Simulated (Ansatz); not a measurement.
# Au (Fm-3m) in Ansatz: a series of runs

Runs on Au. Level: r2SCAN0. Tasks: single point, equation of state.

Everything below comes from runs of Ansatz 0.2.0. Logs are shortened: lines on timing, memory, paths and dates and some standing lists are left out, and cuts for length are marked.

## 1. Starting point

The structure is cubic, space group Fm-3m (No. 225). The conventional cell has a = 4.070 Å, b = 4.070 Å, c = 4.070 Å, α = 90.00°, β = 90.00°, γ = 90.00°. Au (site symmetry m-3m) is surrounded by 12 Au at 2.88 Å.

## 2. Single point, r2SCAN0, 15.84 Å³/atom (volume scaled by 0.94)

The input, input.yaml:

```yaml
crystal:
  lattice:
    - [0.0, 1.9934577312, 1.9934577312]
    - [1.9934577312, 0.0, 1.9934577312]
    - [1.9934577312, 1.9934577312, 0.0]
  atoms:
    - { symbol: Au, position: [0.0, 0.0, 0.0] }
hamiltonian:
  xc: r2scan0
  pseudopotentials: { kind: paw }
kpoints:
  mp_grid: { grid: [6, 6, 6] }
scf:
  occupations: { method: fermi_dirac, width: 0.05 }
output:
  forces: true
  stress: true
  eigenvalues: true
```

Potentials or basis: Ansatz PAW.

Command:

```sh
$ ansatz run input.yaml --threads 2 --pin off --max-ram 5632MiB --backend cpu --events-out ev --progress --plain --runs-dir out
```

What it wrote:

```text
Warning: output.stress: scf.convergence.dr2_threshold = 1e-7 eV (the SCF's general default) is looser than the 1e-10 eV advised for a printed stress (1e-10 eV for each atom of the cell: 1). What an SCF threshold leaves in a stress goes as its square root, and in the free energy as the threshold itself, and one threshold admits the most on a small cell: of the crystals measured, under no hybrid functional and no lock of the moments, on runs that ended without the residual-converged pass, on stresses that held no estimate of that error, the worst erred by over 100 MPa in a component at 1e-7 eV an atom and by under 5 at 1e-10. Set scf.convergence.dr2_threshold to 1e-10 eV or tighter. The threshold is an SCF's pass mark: one that does not reach it within its budget of iterations ends unconverged, or closes short of it on a stop that the run arms, and scf.convergence.dr2_threshold's page says what that costs each kind of run
Warning: output.stress: scf.exx.energy_threshold = 1e-6 eV is looser than the 1e-8 eV advised for a stress under a hybrid functional (1e-8 eV for each atom of the cell: 1). Every SCF of the exchange loop can meet its threshold on dr2 while the loop round them stops early: no threshold on dr2 bounds what that leaves in the stress. Set scf.exx.energy_threshold to 1e-8 eV or tighter. The threshold is the loop's pass mark: a loop that does not reach it within its budget of cycles ends unconverged, and scf.exx.energy_threshold's page has the law
Warning: RAYON_NUM_THREADS=2 ignored (pool sized by the plan → 2); use --threads N
Engine: ansatz 0.2.0, aarch64-unknown-linux-gnu
Pseudopotentials: kind: paw
Pseudopotential: Au, paw, valence charge 19, recommended cutoff 500 eV (meta_gga), Au.paw.azcp
Functional definition: r2SCAN0
  parameter a = 0.25
  parameter k0 = 0.174
  parameter k1 = 0.065
  parameter a1 = 4.9479
  exchange = (1 - a)*r2scan_x(k0 = k0, k1 = k1, a1 = a1) + a*exact_x
  correlation = r2scan_c
Crystal: 1 atoms, lattice volume = 15.843 Å³
Basis set: ecut = 500 eV, 411 PW (Γ), exchange–correlation on 96×96×96 points (64 copies of the dense FFT grid, shifted against one another)
Bands: 14, of which v1, the nominal top of the filled ones, is band 10 counted from 1 (9 counted from 0)
Symmetry: 48 space group operations
Space group: Fm-3m (ITA 225), of the structure as read, at distance tolerance 2.5e-5 Å
k-points: 16 of 216
Non-local potential: Au, projectors of the file, l = 0: 3, l = 1: 2, l = 2: 2, l = 3: 1
PAW form: soft (Blöchl's): semilocal exchange-correlation on the pseudo side does not see the compensation charge
PAW frozen core: Au, regenerated for the run's functional, and the local potential with it (the file was generated under x = pbe(κ = 0.804, μ = 0.2195149727645171), c = pbe(β = 0.06672455060314922))
PAW one-centre angular grid: Au, 590 points (default); XC on 160 Gauss nodes
Initial density: superposition of atomic densities (neutral atoms: chi_scale 0, normalization atom), corrected by the library's trained network
Initial wavefunctions: pseudopotential atomic-orbital guess
Functional: x = r2scan, c = r2scan; τ floored in thin density (d = 2e-4 eV/Å³), warm-up for x = 0.75 r2scan + 0.25 exact, c = r2scan; τ floored in thin density (d = 2e-4 eV/Å³)
SCF iter   1: F=—  HF=-13163.327092 eV  |F-HF|=—  |Δ(HF+E_count)|=         —  Δρ=1.21e-2  dr2=2.02e-2  dr2_τ=2.78e-3  ethr=1.77e-3  ⟨swp⟩=7.2  Hψ=960  notcnv=0
preconditioner: auto → none  [insulator: Δε(μ)=0.817 eV  Ē_g=17.775 eV  σ=0.050 eV  W_gap=0.63  n_scr=8 (ndim 8)  ℏωp=30.9 eV  f_vac=0.000  D(μ)=1.05/eV (n_scr^D=14)]
iter 2 solved again at ethr=6.44e-6 eV; its pass at ethr=1.06e-4 eV (dr2=1.22e-3 eV) is discarded
SCF iter   2: F=—  HF=-13163.325854 eV  |F-HF|=—  |Δ(HF+E_count)|=   1.24e-3  Δρ=4.89e-3  dr2=1.24e-3  dr2_τ=1.10e-3  ethr=6.44e-6  ⟨swp⟩=2.0  Hψ=912  notcnv=0
SCF iter   3: F=—  HF=-13163.326073 eV  |F-HF|=—  |Δ(HF+E_count)|=   2.18e-4  Δρ=2.20e-3  dr2=2.92e-4  dr2_τ=3.82e-5  ethr=6.44e-6  ⟨swp⟩=2.4  Hψ=394  notcnv=0
SCF iter   4: F=—  HF=-13163.326105 eV  |F-HF|=—  |Δ(HF+E_count)|=   3.24e-5  Δρ=8.33e-4  dr2=3.56e-5  dr2_τ=7.39e-6  ethr=1.53e-6  ⟨swp⟩=2.0  Hψ=379  notcnv=0
SCF iter   5: F=—  HF=-13163.326110 eV  |F-HF|=—  |Δ(HF+E_count)|=   5.14e-6  Δρ=1.44e-4  dr2=8.90e-7  dr2_τ=3.15e-7  ethr=1.87e-7  ⟨swp⟩=2.0  Hψ=378  notcnv=0
SCF iter   6: F=—  HF=-13163.326111 eV  |F-HF|=—  |Δ(HF+E_count)|=   4.39e-7  Δρ=3.04e-5  dr2=4.91e-8  dr2_τ=1.20e-8  ethr=4.68e-9  ⟨swp⟩=3.0  Hψ=421  notcnv=0
SCF iter   7: F=-13163.326111 eV  HF=-13163.326111 eV  |F-HF|=4.37e-11  |Δ(HF+E_count)|=   3.23e-9  Δρ=1.47e-6  dr2=2.09e-10  dr2_τ=6.72e-11  ethr=2.59e-10  ⟨swp⟩=3.0  Hψ=505  notcnv=0
SCF 1 converged in 7 iterations: F = -13163.326111 eV  dr2 = 2.09e-10
Initial density: handed on by an earlier stage of this run
Initial wavefunctions: those handed on with the density
Functional: x = 0.75 r2scan + 0.25 exact, c = r2scan; τ floored in thin density (d = 2e-4 eV/Å³)
Frozen-core exchange: fock
iter 1 solved again at ethr=4.59e-5 eV; its pass at ethr=1.00e-1 eV (dr2=8.73e-3 eV) is discarded
SCF iter   1: F=—  HF=-13160.312907 eV  |F-HF|=—  |Δ(HF+E_count)|=         —  Δρ=8.25e-3  dr2=1.02e-2  dr2_τ=4.88e-4  ethr=4.59e-5  ⟨swp⟩=3.2  Hψ=960  notcnv=0
preconditioner: auto → none  [insulator: Δε(μ)=1.268 eV  Ē_g=20.251 eV  σ=0.050 eV  W_gap=0.63  n_scr=8 (ndim 8)  ℏωp=30.9 eV  f_vac=0.000  D(μ)=1.04/eV (n_scr^D=14)]
SCF iter   2: F=—  HF=-13160.310023 eV  |F-HF|=—  |Δ(HF+E_count)|=   2.88e-3  Δρ=3.05e-3  dr2=1.07e-3  dr2_τ=5.18e-4  ethr=4.59e-5  ⟨swp⟩=3.0  Hψ=531  notcnv=0
SCF iter   3: F=—  HF=-13160.310108 eV  |F-HF|=—  |Δ(HF+E_count)|=   8.50e-5  Δρ=1.39e-3  dr2=7.86e-4  dr2_τ=2.41e-5  ethr=2.20e-6  ⟨swp⟩=2.4  Hψ=384  notcnv=0
SCF iter   4: F=—  HF=-13160.310119 eV  |F-HF|=—  |Δ(HF+E_count)|=   1.14e-5  Δρ=4.63e-4  dr2=6.99e-4  dr2_τ=3.04e-6  ethr=4.55e-7  ⟨swp⟩=2.1  Hψ=379  notcnv=0
SCF iter   5: F=—  HF=-13160.314153 eV  |F-HF|=—  |Δ(HF+E_count)|=   4.03e-3  Δρ=1.31e-3  dr2=2.69e-4  dr2_τ=9.25e-6  ethr=4.61e-8  ⟨swp⟩=4.0  Hψ=651  notcnv=0
SCF iter   6: F=—  HF=-13160.314080 eV  |F-HF|=—  |Δ(HF+E_count)|=   7.35e-5  Δρ=1.95e-4  dr2=2.25e-5  dr2_τ=2.39e-7  ethr=4.61e-8  ⟨swp⟩=4.0  Hψ=584  notcnv=0
SCF iter   7: F=—  HF=-13160.314079 eV  |F-HF|=—  |Δ(HF+E_count)|=   1.29e-6  Δρ=2.28e-5  dr2=1.62e-5  dr2_τ=2.99e-9  ethr=2.83e-8  ⟨swp⟩=3.0  Hψ=457  notcnv=0
SCF iter   8: F=—  HF=-13160.314165 eV  |F-HF|=—  |Δ(HF+E_count)|=   8.61e-5  Δρ=2.50e-4  dr2=9.40e-6  dr2_τ=3.73e-7  ethr=4.07e-10  ⟨swp⟩=4.2  Hψ=749  notcnv=0
SCF iter   9: F=-13160.314162 eV  HF=-13160.314162 eV  |F-HF|=9.91e-9  |Δ(HF+E_count)|=   2.80e-6  Δρ=1.09e-5  dr2=2.94e-8  dr2_τ=6.47e-10  ethr=4.07e-10  ⟨swp⟩=4.0  Hψ=675  notcnv=0
SCF 2 converged in 9 iterations: F = -13160.314162 eV  dr2 = 2.94e-8
hybrid outer 1: dexx = +4.828e-3 eV, tail = 1.31e-5 eV
Frozen-core exchange: fock
SCF iter   1: F=—  HF=-13160.314194 eV  |F-HF|=—  |Δ(HF+E_count)|=         —  Δρ=1.27e-4  dr2=5.18e-6  dr2_τ=4.21e-7  ethr=3.45e-7  ⟨swp⟩=3.1  Hψ=535  notcnv=0
preconditioner: auto → none  [insulator: Δε(μ)=1.251 eV  Ē_g=20.200 eV  σ=0.050 eV  W_gap=0.63  n_scr=8 (ndim 8)  ℏωp=30.9 eV  f_vac=0.000  D(μ)=1.04/eV (n_scr^D=14)]
SCF iter   2: F=—  HF=-13160.314194 eV  |F-HF|=—  |Δ(HF+E_count)|=   6.74e-7  Δρ=2.30e-5  dr2=2.93e-6  dr2_τ=9.78e-9  ethr=1.19e-8  ⟨swp⟩=3.0  Hψ=458  notcnv=0
SCF iter   3: F=—  HF=-13160.314293 eV  |F-HF|=—  |Δ(HF+E_count)|=   9.95e-5  Δρ=1.12e-5  dr2=1.02e-8  dr2_τ=1.59e-9  ethr=4.78e-11  ⟨swp⟩=4.0  Hψ=663  notcnv=0
SCF iter   4: F=-13160.314293 eV  HF=-13160.314293 eV  |F-HF|=1.75e-10  |Δ(HF+E_count)|=  2.00e-10  Δρ=2.78e-6  dr2=6.12e-9  dr2_τ=1.81e-10  ethr=2.46e-11  ⟨swp⟩=3.0  Hψ=396  notcnv=0
SCF 3 converged in 4 iterations: F = -13160.314293 eV  dr2 = 6.12e-9
  Residual-converged pass: ⟨swp⟩=2.0  Hψ=361  notcnv=0  max |occ|·‖R‖ = 2.4e-6 eV (tolerance 2.4e-6 eV)  dr2=6.11e-9  dr2_τ=1.73e-10  dr2_onsite=8.91e-11  max |Δocc| = 1.1e-19
hybrid outer 2: dexx = +1.845e-7 eV, tail = 1.81e-8 eV, Δε = 2.28e-3 eV (about 9.18e-5 eV left of the loop's levels)
hybrid SCF converged: 2 outer / 13 inner (+7 warm-up), last move |dexx| = 1.85e-7 eV, tail = 1.81e-8 eV
Stability not checked: this state was not tested for a lower state beside it, because the functional holds exact exchange (a hybrid, or Hartree-Fock), whose exchange loop this test does not read (fock_operator; see scf.lower_state_search)
Free energy (F): -13160.314293 eV
Frozen-core exchange: fock
Harris-Foulkes:  -13160.314293 eV  (|F-HF|=1.75e-10)
Internal energy: -13160.306941 eV  (E = F + TS)
E sigma→0 (E₀):  -13160.310617 eV
Entropy (-TS):   -0.007352 eV (-7.352 meV/atom)
Fermi energy:    22.165999 eV
--- Per-component energies (eV) ---
  E_band       = -239.187308
  E_kinetic    = 608.749990
  E_local      = -1603.335847  (includes V_loc(G=0)·N_el)
  E_nonlocal   = 77.052866
  E_hartree    = 695.510568
  E_xc         = -169.867312
  E_vxc        = -235.624592  (∫ρ·V_xc dr)
  E_exx        = -79.250552  (= α·E_x^exact, valence–valence)
  E_paw        = -9698.188728  (= ΣΔE_a)
  E_vpaw       = -333.403697  (= ΣTr[D̂ρ^β])
  E_aug_tail   = 0.000763  (compensation charges beyond the density's cutoff)
  E_vtau       = 14.853876  (kinetic-family band-sum trace: ∫τ·v_τ [+ j·A + Jᵃ·Aᵃ] dr)
  E_ewald      = -2988.947276
  E_core_change = -2.031413  (= ΣΔE_core)
  E_smearing   = -0.007352  (= −TS)
  E_closure    = -0.000000  (closes the sum)
  Σ components = -13160.314293   (vs F -13160.314293, Δ=1.82e-12)
--- Forces (eV/Å), atoms counted from 1 ---
  atom   1  Au    -0.00000000     0.00000000     0.00000000
  max |Σ_I F_I| component: 3.70e-32 eV/Å
--- Stress (GPa, compression-positive) ---
       20.959048      -0.000000      -0.000000
        0.000000      20.959048       0.000000
        0.000000      -0.000000      20.959048
  P = ⅓ Tr σ = 20.9590 GPa (209.590 kbar)
--- Band table (eV; the first three rows and the last of 16) ---
  k-point 0: bands = ["-89.9137", "-39.5268", "-39.5268", "-39.5268", "10.0805", "15.5360", "15.5360", "15.5360", "17.3656", "17.3656", "38.4906", "43.2151", "43.2151", "43.2151"]
  k-point 1: bands = ["-89.9081", "-39.6170", "-39.5409", "-39.5409", "11.2006", "15.2996", "15.8409", "15.8409", "17.3122", "17.3122", "38.9167", "39.8164", "44.5752", "44.5752"]
  k-point 2: bands = ["-89.8981", "-39.7987", "-39.5702", "-39.5702", "12.5939", "15.7030", "15.7030", "16.9750", "18.2099", "18.2099", "32.3323", "39.0204", "44.3089", "44.3089"]
  k-point 15: bands = ["-89.8861", "-39.8250", "-39.7231", "-39.6731", "13.5695", "13.9234", "16.5616", "17.7688", "19.4638", "27.7661", "29.3398", "32.4210", "33.9640", "46.3155"]
```

Wall time 7.3 s (2 threads of Arm Neoverse V1, shared host); peak memory 0.64 GiB.

What came out:

| Property | Result |
| --- | --- |
| Free energy | -13160.3143 eV |
| Pressure | 21.0 GPa |
| Band gap on the k mesh | none (metal or under the smearing width) |

Caveat: the k mesh is coarse (spacing up to 0.45 Å⁻¹), so the values aren't converged, least of all with exact exchange; the PAW data sets come from PBE, with cores solved anew for the run's functional, which leaves a small shift of forces and pressure; the thresholds are loose for stress.

## 3. Single point, r2SCAN0, 16.18 Å³/atom (volume scaled by 0.96)

input.yaml: that of step 2 with these lines changed.

```diff
@@ -2,5 +2,5 @@
   lattice:
-    - [0.0, 1.9934577312, 1.9934577312]
-    - [1.9934577312, 0.0, 1.9934577312]
-    - [1.9934577312, 1.9934577312, 0.0]
+    - [0.0, 2.0074966285, 2.0074966285]
+    - [2.0074966285, 0.0, 2.0074966285]
+    - [2.0074966285, 2.0074966285, 0.0]
   atoms:
```

Potentials or basis: Ansatz PAW.

Command:

```sh
$ ansatz run input.yaml --threads 2 --pin off --max-ram 5632MiB --backend cpu --events-out ev --progress --plain --runs-dir out
```

Wall time 8.1 s (2 threads of Arm Neoverse V1, shared host); peak memory 0.65 GiB.

The run converged. Its results:

```
Free energy            : -13160.3526 eV
Pressure               : 15.6 GPa
Band gap on the k mesh : none (metal or under the smearing width)
```

Caveat: the k mesh is coarse (spacing up to 0.45 Å⁻¹), so the values aren't converged, least of all with exact exchange; the PAW data sets come from PBE, with cores solved anew for the run's functional, which leaves a small shift of forces and pressure; the thresholds are loose for stress.

## 4. Single point, r2SCAN0, 16.52 Å³/atom (volume scaled by 0.98)

input.yaml: that of step 3 with these lines changed.

```diff
@@ -2,5 +2,5 @@
   lattice:
-    - [0.0, 2.0074966285, 2.0074966285]
-    - [2.0074966285, 0.0, 2.0074966285]
-    - [2.0074966285, 2.0074966285, 0.0]
+    - [0.0, 2.0213418704, 2.0213418704]
+    - [2.0213418704, 0.0, 2.0213418704]
+    - [2.0213418704, 2.0213418704, 0.0]
   atoms:
```

Command:

```sh
$ ansatz run input.yaml --threads 2 --pin off --max-ram 5632MiB --backend cpu --events-out ev --progress --plain --runs-dir out
```

It took 8.2 s on 2 threads of Arm Neoverse V1, shared host; peak memory 0.65 GiB.

Results (log left out):

```
Free energy            : -13160.3806 eV
Pressure               : 11.0 GPa
Band gap on the k mesh : none (metal or under the smearing width)
```

Caveat: the k mesh is coarse (spacing up to 0.45 Å⁻¹), so the values aren't converged, least of all with exact exchange; the PAW data sets come from PBE, with cores solved anew for the run's functional, which leaves a small shift of forces and pressure; the thresholds are loose for stress.

## 5. Single point, r2SCAN0, 16.85 Å³/atom

The input, input.yaml:

```yaml
crystal:
  lattice:
    - [0.0, 2.035, 2.035]
    - [2.035, 0.0, 2.035]
    - [2.035, 2.035, 0.0]
  atoms:
    - { symbol: Au, position: [0.0, 0.0, 0.0] }
hamiltonian:
  xc: r2scan0
  pseudopotentials: { kind: paw }
kpoints:
  mp_grid: { grid: [6, 6, 6] }
scf:
  occupations: { method: fermi_dirac, width: 0.05 }
output:
  forces: true
  stress: true
  eigenvalues: true
  write_density: true
  write_potential: true
  elf: true
  volumetric_format: npy
```

Command:

```sh
$ ansatz run input.yaml --threads 2 --pin off --max-ram 5632MiB --backend cpu --events-out ev --progress --plain --runs-dir out
```

Wall time 8.1 s (2 threads of Arm Neoverse V1, shared host); peak memory 0.66 GiB.

The run converged. Its results:

| Quantity | Value |
| --- | --- |
| Free energy | -13160.3993 eV |
| Pressure | 6.9 GPa |
| Band gap on the k mesh | none (metal or under the smearing width) |

Caveat: the k mesh is coarse (spacing up to 0.45 Å⁻¹), so the values aren't converged, least of all with exact exchange; the PAW data sets come from PBE, with cores solved anew for the run's functional, which leaves a small shift of forces and pressure; the thresholds are loose for stress.

## 6. Single point, r2SCAN0, 17.19 Å³/atom (volume scaled by 1.02)

The input, input.yaml:

```yaml
crystal:
  lattice:
    - [0.0, 2.048477214, 2.048477214]
    - [2.048477214, 0.0, 2.048477214]
    - [2.048477214, 2.048477214, 0.0]
  atoms:
    - { symbol: Au, position: [0.0, 0.0, 0.0] }
hamiltonian:
  xc: r2scan0
  pseudopotentials: { kind: paw }
kpoints:
  mp_grid: { grid: [6, 6, 6] }
scf:
  occupations: { method: fermi_dirac, width: 0.05 }
output:
  forces: true
  stress: true
  eigenvalues: true
```

Potentials or basis: Ansatz PAW.

Command:

```sh
$ ansatz run input.yaml --threads 2 --pin off --max-ram 5632MiB --backend cpu --events-out ev --progress --plain --runs-dir out
```

It took 8.2 s on 2 threads of Arm Neoverse V1, shared host; peak memory 0.66 GiB.

Results (log left out):

```
Free energy            : -13160.4099 eV
Pressure               : 3.3 GPa
Band gap on the k mesh : none (metal or under the smearing width)
```

Caveat: the k mesh is coarse (spacing up to 0.44 Å⁻¹), so the values aren't converged, least of all with exact exchange; the PAW data sets come from PBE, with cores solved anew for the run's functional, which leaves a small shift of forces and pressure; the thresholds are loose for stress.

## 7. Single point, r2SCAN0, 17.53 Å³/atom (volume scaled by 1.04)

The input, input.yaml:

```yaml
crystal:
  lattice:
    - [0.0, 2.0617793868, 2.0617793868]
    - [2.0617793868, 0.0, 2.0617793868]
    - [2.0617793868, 2.0617793868, 0.0]
  atoms:
    - { symbol: Au, position: [0.0, 0.0, 0.0] }
hamiltonian:
  xc: r2scan0
  pseudopotentials: { kind: paw }
kpoints:
  mp_grid: { grid: [6, 6, 6] }
scf:
  occupations: { method: fermi_dirac, width: 0.05 }
output:
  forces: true
  stress: true
  eigenvalues: true
  write_density: true
  write_potential: true
  elf: true
  volumetric_format: npy
```

Command:

```sh
$ ansatz run input.yaml --threads 2 --pin off --max-ram 5632MiB --backend cpu --events-out ev --progress --plain --runs-dir out
```

Wall time 8.4 s (2 threads of Arm Neoverse V1, shared host); peak memory 0.66 GiB.

The run converged. Its results:

| Property | Result |
| --- | --- |
| Free energy | -13160.4135 eV |
| Pressure | 0.2 GPa |
| Band gap on the k mesh | none (metal or under the smearing width) |

Caveat: the k mesh is coarse (spacing up to 0.44 Å⁻¹), so the values aren't converged, least of all with exact exchange; the PAW data sets come from PBE, with cores solved anew for the run's functional, which leaves a small shift of forces and pressure; the thresholds are loose for stress.

## 8. Single point, r2SCAN0, 17.87 Å³/atom (volume scaled by 1.06)

The input, input.yaml:

```yaml
crystal:
  lattice:
    - [0.0, 2.0749120936, 2.0749120936]
    - [2.0749120936, 0.0, 2.0749120936]
    - [2.0749120936, 2.0749120936, 0.0]
  atoms:
    - { symbol: Au, position: [0.0, 0.0, 0.0] }
hamiltonian:
  xc: r2scan0
  pseudopotentials: { kind: paw }
kpoints:
  mp_grid: { grid: [6, 6, 6] }
scf:
  occupations: { method: fermi_dirac, width: 0.05 }
output:
  forces: true
  stress: true
  eigenvalues: true
```

Command:

```sh
$ ansatz run input.yaml --threads 2 --pin off --max-ram 5632MiB --backend cpu --events-out ev --progress --plain --runs-dir out
```

Run time: 8.2 s. Hardware: 2 threads of Arm Neoverse V1, shared host; peak memory 0.66 GiB.

It converged, with:

```
Free energy            : -13160.4109 eV
Pressure               : -2.6 GPa
Band gap on the k mesh : none (metal or under the smearing width)
```

Caveat: the k mesh is coarse (spacing up to 0.44 Å⁻¹), so the values aren't converged, least of all with exact exchange; the PAW data sets come from PBE, with cores solved anew for the run's functional, which leaves a small shift of forces and pressure; the thresholds are loose for stress.

## 9. Equation of state, r2SCAN0

Potentials or basis: Ansatz PAW.

No new run: the results of the series are fitted here.

Results:

```yaml
Equilibrium_volume: 17.55 Å³/atom
Bulk_modulus: 152 GPa
Pressure_derivative_of_the_bulk_modulus: 5.9
```

Energy against volume, from the lowest point:
| volume (Å³/atom) | energy (meV/atom) |
| --- | --- |
| 15.843 | 99.17 |
| 16.181 | 60.84 |
| 16.518 | 32.91 |
| 16.855 | 14.15 |
| 17.192 | 3.53 |
| 17.529 | 0.00 |
| 17.866 | 2.58 |

Caveat: the k mesh is coarse (spacing up to 0.45 Å⁻¹), so the values aren't converged, least of all with exact exchange; the PAW data sets were made with another functional, which shifts forces and pressure a little.
